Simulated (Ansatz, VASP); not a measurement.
HfB2 in VASP and in Ansatz

```
Hf B
1.0
     3.08676    0.00000    0.00000
    -1.54338    2.67322    0.00000
     0.00000    0.00000    3.39684
Hf B
1 2
Direct
  0.00000 0.00000 0.00000
  0.33333 0.66667 0.50000
  0.66667 0.33333 0.50000
```

Alike in both runs: task relaxation of shape and atoms at fixed volume; functional PBEsol; k mesh 12 × 12 × 10; occupations gaussian, width 0.05 eV; no spin polarisation.

|  | VASP | Ansatz |
| --- | --- | --- |
| version | VASP 6.6.1 | Ansatz 0.2.0 |
| potentials or method | VASP PAW PBE potentials, release 64 (Hf_pv, B) | scalar-relativistic, plane waves, PAW |
| plane-wave cutoff (eV) | 600 | 420 |
| valence electrons in the cell | 16 | 32 |

|  | VASP | Ansatz | Ansatz less VASP |
| --- | --- | --- | --- |
| relaxed volume (Å³/atom) | 9.34 | 9.34 | 0.000 |
| relaxed cell length with the largest relative difference (Å) | 3.397 | 3.393 | -0.0034 |

The two sets of potentials don't hold the same shells in valence.

Caveats: the relaxation stopped at its first step, so nothing moved; the PAW data sets were made with another functional, which shifts forces and pressure a little (VASP). Spin-orbit coupling is left out, which matters for the levels of Hf.
